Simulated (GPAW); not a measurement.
# C (Fd-3m) in GPAW: convergence with plane-wave cutoff (eV)

Aim: find how far plane-wave cutoff (eV) must go before the results for C settle, at PBE. This setting moves, with any that are tied to it; all else stays.

Everything below comes from runs of GPAW 26.7.0. Logs are shortened: lines on timing, memory, paths and dates and some standing lists are left out, and cuts for length are marked. The log counts tension as positive stress, the text compression.

**1. Starting point**

It takes space group Fd-3m (No. 227, cubic). The conventional cell has a = 3.567 Å, b = 3.567 Å, c = 3.567 Å, α = 90.00°, β = 90.00°, γ = 90.00°. C (site symmetry -43m) has 4 C at 1.54 Å as nearest neighbours.

This isn't the form of C at room conditions, which is graphite.

**2. With plane-wave cutoff (eV) 300**

File run.py:

```python
from ase.dft.bandgap import bandgap
from ase.io import read, write
from ase.units import GPa
from gpaw import GPAW, PW

atoms = read('POSCAR')

calc = GPAW(mode=PW(300),
            xc='PBE',
            kpts={'size': (13, 13, 13), 'gamma': True},
            occupations={'name': 'fermi-dirac', 'width': 0.05},
            nbands=11,
            convergence={'density': 1e-05, 'energy': 1e-05},
            maxiter=100,
            txt='gpaw.txt')
atoms.calc = calc
energy = atoms.get_potential_energy()
forces = atoms.get_forces()
stress = atoms.get_stress()
calc.write('gs.gpw')
write('result.traj', atoms)
print(f'Energy: {energy:.6f} eV')
print('Forces (eV/A):')
print(forces.round(4))
print('Stress (GPa):', (stress / GPa).round(3))
print('Fermi level:', round(calc.get_fermi_level(), 4), 'eV')
print(f'Gap: {bandgap(calc)[0]:.4f} eV, direct: {bandgap(calc, direct=True)[0]:.4f} eV')
```

File POSCAR:

```
C
1.0
    0.0000000000      1.7833700000      1.7833700000
    1.7833700000      0.0000000000      1.7833700000
    1.7833700000      1.7833700000      0.0000000000
C
2
Direct
    0.7500000000      0.7500000000      0.7500000000
    0.5000000000      0.5000000000      0.5000000000
```

Potentials or basis: GPAW PAW data sets (gpaw-data 1.2.1), pw.

On the command line:

```sh
$ OMP_NUM_THREADS=1 python run.py
```

It took 5.1 s on 1 thread of Intel Xeon Platinum 8488C (Sapphire Rapids), shared host; peak memory 0.12 GiB.

What came out:

```yaml
Free_energy: -17.0781 eV
Pressure: -50.7 GPa
Band_gap_on_the_k_mesh: 4.01 eV, indirect (least direct gap 5.60 eV)
```

**3. With plane-wave cutoff (eV) 350**

Changes to run.py since step 2:

```diff
@@ -7,3 +7,3 @@
 
-calc = GPAW(mode=PW(300),
+calc = GPAW(mode=PW(350),
             xc='PBE',
```

POSCAR is that of step 2.

Potentials or basis: GPAW PAW data sets (gpaw-data 1.2.1), pw.

On the command line:

```sh
$ OMP_NUM_THREADS=1 python run.py
```

Run time: 5.7 s. Hardware: 1 thread of Intel Xeon Platinum 8488C (Sapphire Rapids), shared host; peak memory 0.12 GiB.

What came out:

| Quantity | Value |
| --- | --- |
| Free energy | -17.6961 eV |
| Pressure | -28.5 GPa |
| Band gap on the k mesh | 4.12 eV, indirect (least direct gap 5.61 eV) |

**4. With plane-wave cutoff (eV) 400**

Changes to run.py since step 3:

```diff
@@ -7,3 +7,3 @@
 
-calc = GPAW(mode=PW(350),
+calc = GPAW(mode=PW(400),
             xc='PBE',
```

POSCAR is that of step 3.

On the command line:

```sh
$ OMP_NUM_THREADS=1 python run.py
```

Run time: 6.3 s. Hardware: 1 thread of Intel Xeon Platinum 8488C (Sapphire Rapids), shared host; peak memory 0.12 GiB.

Results:

```yaml
Free_energy: -17.9854 eV
Pressure: -14.0 GPa
Band_gap_on_the_k_mesh: 4.08 eV, indirect (least direct gap 5.56 eV)
```

**5. With plane-wave cutoff (eV) 500**

Changes to run.py since step 4:

```diff
@@ -7,3 +7,3 @@
 
-calc = GPAW(mode=PW(400),
+calc = GPAW(mode=PW(500),
             xc='PBE',
```

POSCAR is that of step 4.

On the command line:

```sh
$ OMP_NUM_THREADS=1 python run.py
```

Wall time 6.9 s (1 thread of Intel Xeon Platinum 8488C (Sapphire Rapids), shared host); peak memory 0.13 GiB.

Results:

| Item | Value |
| --- | --- |
| Free energy | -18.1688 eV |
| Pressure | 0.5 GPa |
| Band gap on the k mesh | 4.14 eV, indirect (least direct gap 5.60 eV) |

**6. With plane-wave cutoff (eV) 600**

Changes to run.py since step 5:

```diff
@@ -7,3 +7,3 @@
 
-calc = GPAW(mode=PW(500),
+calc = GPAW(mode=PW(600),
             xc='PBE',
```

POSCAR is that of step 5.

Potentials or basis: GPAW PAW data sets (gpaw-data 1.2.1), pw.

On the command line:

```sh
$ OMP_NUM_THREADS=1 python run.py
```

Run time: 9.5 s. Hardware: 1 thread of Intel Xeon Platinum 8488C (Sapphire Rapids), shared host; peak memory 0.13 GiB.

The run converged. Its results:

* Free energy: -18.1801 eV
* Pressure: 2.2 GPa
* Band gap on the k mesh: 4.15 eV, indirect (least direct gap 5.60 eV)

**7. With plane-wave cutoff (eV) 700**

Changes to run.py since step 6:

```diff
@@ -7,3 +7,3 @@
 
-calc = GPAW(mode=PW(600),
+calc = GPAW(mode=PW(700),
             xc='PBE',
```

POSCAR is that of step 6.

On the command line:

```sh
$ OMP_NUM_THREADS=1 python run.py
```

It took 8.6 s on 1 thread of Intel Xeon Platinum 8488C (Sapphire Rapids), shared host; peak memory 0.14 GiB.

Results (log left out):

| Property | Result |
| --- | --- |
| Free energy | -18.1855 eV |
| Pressure | 1.7 GPa |
| Band gap on the k mesh | 4.15 eV, indirect (least direct gap 5.60 eV) |

**8. With plane-wave cutoff (eV) 800**

Changes to run.py since step 7:

```diff
@@ -7,3 +7,3 @@
 
-calc = GPAW(mode=PW(700),
+calc = GPAW(mode=PW(800),
             xc='PBE',
```

POSCAR is that of step 7.

On the command line:

```sh
$ OMP_NUM_THREADS=1 python run.py
```

Run time: 12 s. Hardware: 1 thread of Intel Xeon Platinum 8488C (Sapphire Rapids), shared host; peak memory 0.14 GiB.

Results (log left out):

- Free energy: -18.1958 eV
- Pressure: 1.4 GPa
- Band gap on the k mesh: 4.14 eV, indirect (least direct gap 5.60 eV)

**9. With plane-wave cutoff (eV) 1000**

Changes to run.py since step 8:

```diff
@@ -7,3 +7,3 @@
 
-calc = GPAW(mode=PW(800),
+calc = GPAW(mode=PW(1000),
             xc='PBE',
```

POSCAR is that of step 8.

Potentials or basis: GPAW PAW data sets (gpaw-data 1.2.1), pw.

On the command line:

```sh
$ OMP_NUM_THREADS=1 python run.py
```

Wall time 12 s (1 thread of Intel Xeon Platinum 8488C (Sapphire Rapids), shared host); peak memory 0.15 GiB.

The run converged. Its results:

| Item | Value |
| --- | --- |
| Free energy | -18.2142 eV |
| Pressure | 1.7 GPa |
| Band gap on the k mesh | 4.15 eV, indirect (least direct gap 5.60 eV) |

**10. With plane-wave cutoff (eV) 1200**

Changes to run.py since step 9:

```diff
@@ -7,3 +7,3 @@
 
-calc = GPAW(mode=PW(1000),
+calc = GPAW(mode=PW(1200),
             xc='PBE',
```

POSCAR is that of step 9.

Potentials or basis: GPAW PAW data sets (gpaw-data 1.2.1), pw.

On the command line:

```sh
$ OMP_NUM_THREADS=1 python run.py
```

gpaw.txt:

```text
__  _  _
 | _ |_)|_||  |
 |__||  | ||/\| - 26.7.0

Input parameters:
  mode=PW(ecut=1200.0),
  convergence={'density': 1e-05, 'energy': 1e-05},
  kpts=MonkhorstPack(size=(13, 13, 13), gamma=True),
  maxiter=100,
  nbands=11,
  occupations=Occupations(name='fermi-dirac', width=0.05),
  xc=XC(name='PBE')

Diagonalizing LCAO Hamiltonian
Converting LCAO to pw mode

          C
       C

Atoms  # Å, Bohr magnetons
|   | symbol |        x |        y |        z |    initial magnetic moments |
|---|--------|----------|----------|----------|-----------------------------|
| 0 |      C | 2.675055 | 2.675055 | 2.675055 | ( 0.0000,  0.0000,  0.0000) |
| 1 |      C | 1.783370 | 1.783370 | 1.783370 | ( 0.0000,  0.0000,  0.0000) |

Unit cell  # Å
| periodic |        x |        y |        z |  lengths |    angles |
|----------|----------|----------|----------|----------|-----------|
|      yes | 0.000000 | 1.783370 | 1.783370 | 2.522066 | 60.000000 |
|      yes | 1.783370 | 0.000000 | 1.783370 | 2.522066 | 60.000000 |
|      yes | 1.783370 | 1.783370 | 0.000000 | 2.522066 | 60.000000 |

Number of symmetries: 24
Symmetry operations  # r_c * U_cc + t_c -> r_c
|    | kind |            matrix            |
|----|------|------------------------------|
|  0 |  E   |  1, 0, 0,  0, 1, 0,  0, 0, 1 |
|  1 |  σ   |  1, 0, 0,  0, 0, 1,  0, 1, 0 |
|  2 |  σ   |  1, 0,-1,  0, 1,-1,  0, 0,-1 |
|  3 |  C3  |  1, 0,-1,  0, 0,-1,  0, 1,-1 |
|  4 |  C3  |  1,-1, 0,  0,-1, 1,  0,-1, 0 |
|  5 |  σ   |  1,-1, 0,  0,-1, 0,  0,-1, 1 |
|  6 |  σ   |  0, 1, 0,  1, 0, 0,  0, 0, 1 |
|  7 |  C3  |  0, 1, 0,  0, 0, 1,  1, 0, 0 |
|  8 |  C2  |  0, 1,-1,  1, 0,-1,  0, 0,-1 |
|  9 |  S4  |  0, 1,-1,  0, 0,-1,  1, 0,-1 |
| 10 |  C3  |  0, 0, 1,  1, 0, 0,  0, 1, 0 |
| 11 |  σ   |  0, 0, 1,  0, 1, 0,  1, 0, 0 |
| 12 |  S4  |  0, 0,-1,  1, 0,-1,  0, 1,-1 |
| 13 |  C3  |  0, 0,-1,  0, 1,-1,  1, 0,-1 |
| 14 |  S4  |  0,-1, 1,  1,-1, 0,  0,-1, 0 |
| 15 |  C2  |  0,-1, 1,  0,-1, 0,  1,-1, 0 |
| 16 |  C3  |  0,-1, 0,  1,-1, 0,  0,-1, 1 |
| 17 |  S4  |  0,-1, 0,  0,-1, 1,  1,-1, 0 |
| 18 |  S4  | -1, 1, 0, -1, 0, 1, -1, 0, 0 |
| 19 |  C3  | -1, 1, 0, -1, 0, 0, -1, 0, 1 |
| 20 |  C3  | -1, 0, 1, -1, 1, 0, -1, 0, 0 |
| 21 |  S4  | -1, 0, 1, -1, 0, 0, -1, 1, 0 |
| 22 |  σ   | -1, 0, 0, -1, 1, 0, -1, 0, 1 |
| 23 |  C2  | -1, 0, 0, -1, 0, 1, -1, 1, 0 |

BZ-sampling:
  Number of BZ points: 2197
  Number of IBZ points: 84

  Monkhorst-Pack size: [13, 13, 13]
  Monkhorst-Pack shift: [0, 0, 0]

K-points  # in reciprocal-cell coordinates
|     |                                coordinates |     weight |
|-----|--------------------------------------------|------------|
|   0 | (  0.00000000,   0.00000000,   0.00000000) | 0.00045517 |
|   1 | (  0.07692308,   0.07692308,   0.00000000) | 0.00273100 |
|   2 | (  0.07692308,   0.07692308,   0.07692308) | 0.00364133 |
|   3 | (  0.15384615,   0.07692308,   0.07692308) | 0.00546199 |
|   4 | (  0.15384615,   0.15384615,   0.00000000) | 0.00273100 |
|   5 | (  0.15384615,   0.15384615,   0.07692308) | 0.01092399 |
|   6 | (  0.15384615,   0.15384615,   0.15384615) | 0.00364133 |
|   7 | (  0.23076923,   0.15384615,   0.07692308) | 0.01092399 |
|   8 | (  0.23076923,   0.15384615,   0.15384615) | 0.01092399 |
|   9 | (  0.23076923,   0.23076923,   0.00000000) | 0.00273100 |
| ... |                                            |            |
|  83 | (  0.46153846,   0.46153846,   0.46153846) | 0.00364133 |

Plane wave coefficients: 1079
Cutoff: 1200.0 eV

Spin-components: 1 (collinear spins)
Bands:           11
Projectors:      10
Spin-degeneracy: 2
Datatype:        complex128

Parallelization:
  kpt:    1
  domain: 1
  band:   1

Density:
  Valence electrons: 8.0
  Components: 1
  Grid points: [21 21 21]
  Charge: 0.0  # |e|

Potential:
  Grid points: [21 21 21]

species:
  C:
    name:    Carbon
    Z:       6.0
    valence: 4
    core:    2
    charge:  0.0  # [|e|]
    compensation charges:
      type: gauss
      rc: 0.20  # [Å]
      lmax: 2
    cutoffs:
      filter: 1.14  # [Å]
      core: 1.14  # [Å]
    projectors
    | kind |    occ | energy [eV] | rcut [Å] |
    |------|--------|-------------|----------|
    |   2s |  2.000 |     -13.751 |    0.635 |
    |   2p |  2.000 |      -5.284 |    0.635 |
    |    s |        |      13.461 |    0.635 |
    |    p |        |      21.927 |    0.635 |
    |    d |        |       0.000 |    0.635 |

    Using partial waves for C as LCAO basis

Reference energy: -2055.256231  # eV

eigensolver:
  PPCG
  Converge bands: occupied
  niter=2

density mixing:
  MSR1-Mixer
  Pratt-step length: 0.05
  Maximum mixing coefficient: 0.75
  Old densities: 10
  SVD Regularization: 0.005
  Good broyden scale: 1.0
  Trust region scale: 1.0
  Backstep threshold: 4.0
  History deletion threshold: 6.0
  Fourier metric: weight=20.0, sigma=0.015

occupation numbers:
  Fermi-Dirac:
    width: 0.0500  # eV

poisson solver:
  ecut: 9600.0  # eV

xc functional:
  name: PBE with 2 nearest neighbor stencil

convergence criteria:
- Maximum integral of absolute [dens]ity change: 1e-05 electrons / valence electron
- Maximum [total energy] change in last 3 cyles: 1e-05 eV / valence electron
- Maximum integral of absolute [eigenst]ate change: 4e-08 eV^2 / valence electron
maximum number of iterations: 100

SCF iterations
|iter     | |      energy | eigst |  dens |
|---------|-|-------------|-------|-------|
|iter:   1| |  -18.719382 | +0.22 |       |
|iter:   2| |  -18.650501 | -2.73 | -0.80 |
|iter:   3| |  -18.223452 | -1.41 | -0.83 |
|iter:   4| |  -18.219379 | -2.57 | -1.48 |
|iter:   5| |  -18.219916 | -4.28 | -2.20 |
|iter:   6| |  -18.219917 | -6.16 | -3.42 |
|iter:   7| |  -18.219918c| -7.43c| -4.08 |
|iter:   8| |  -18.219918c| -8.19c| -5.10c|

Converged in 8 steps
Energy contributions relative to reference atoms: (reference = -2055.256231)

Energy contributions:
  Kinetic:          16.459036
  Coulomb:         -15.569030
  Zero:              0.034375
  External:          0.000000
  Xc:              -19.144299
  Entropy:           0.000000
  Spinorbit:         0.000000
  ----------------------------
  Free energy:     -18.219918
  Extrapolated:    -18.219918

dipole moment: (2.128706, 2.128706, 2.128706)  # |e|*Ang

Fermi level: 13.869
Eigenvalues  # (at kpt = [0.000, 0.000, 0.000])
| band index |      eig [eV] | occ [0-2] |
|------------|---------------|-----------|
|          0 |        -9.417 |     2.000 |
|          1 |        12.060 |     2.000 |
|          2 |        12.060 |     2.000 |
|          3 |        12.060 |     2.000 |
|          4 |        17.658 |     0.000 |
|          5 |        17.658 |     0.000 |
|          6 |        17.658 |     0.000 |
|          7 |        25.393 |     0.000 |
|          8 |        31.368 |     0.000 |
|          9 |        38.640 |     0.000 |
|         10 |        39.391 |     0.000 |

Gap: 4.146 eV
Transition (v -> c):
  (s=0, k=0, n=3, [0.00, 0.00, 0.00]) -> (s=0, k=35, n=4, [0.38, 0.38, 0.00])
Direct/indirect transitions are different
Direct gap: 5.599 eV
Transition at: (s=0, k=0, n=3, [0.00, 0.00, 0.00])

Forces  # eV/Ang
|        x |       y |       z |
|----------|---------|---------|
|  0.00000 | 0.00000 | 0.00000 |  # C    0
| -0.00000 | 0.00000 | 0.00000 |  # C    1

Stress tensor  # eV/Ang^3
|         x |         y |         z |
|-----------|-----------|-----------|
| -0.012448 |  0.000000 | -0.000000 |
|  0.000000 | -0.012448 | -0.000000 |
| -0.000000 | -0.000000 | -0.012448 |

# Writing to gs.gpw (mode='')
```

Run time: 18 s. Hardware: 1 thread of Intel Xeon Platinum 8488C (Sapphire Rapids), shared host; peak memory 0.16 GiB.

Results:

```yaml
Free_energy: -18.2199 eV
Pressure: 2.0 GPa
Band_gap_on_the_k_mesh: 4.15 eV, indirect (least direct gap 5.60 eV)
```

**11. The series at a glance**

```
plane-wave cutoff (eV)  energy less the tightest run, at zero smearing (meV/atom)  pressure (GPa)  gap on the mesh (eV)  SCF cycles  CPU time (s)  peak memory (GiB)
                   300                                                     570.92          -50.71                 4.006           8           5.1               0.12
                   350                                                     261.90          -28.55                 4.121           8           5.7               0.12
                   400                                                     117.27          -13.96                 4.075           9           6.3               0.12
                   500                                                      25.53            0.50                 4.142           8           6.9               0.13
                   600                                                      19.91            2.15                 4.145           8           9.5               0.13
                   700                                                      17.21            1.68                 4.145           8           8.6               0.14
                   800                                                      12.07            1.42                 4.143           8            12               0.14
                  1000                                                       2.87            1.69                 4.146           8            12               0.15
                  1200                                                       0.00            1.99                 4.146           8            18               0.16
```

Against the tightest run, the gap on the mesh stays within 0.01 eV from 500 on. Not settled before the last step: the energy (to 1 meV/atom), the pressure (to 0.1 GPa). The tightest run that finished is the yardstick and may itself not be fully converged.

Caveats: an odd mesh through Γ misses points on the zone boundary, where band edges often lie.
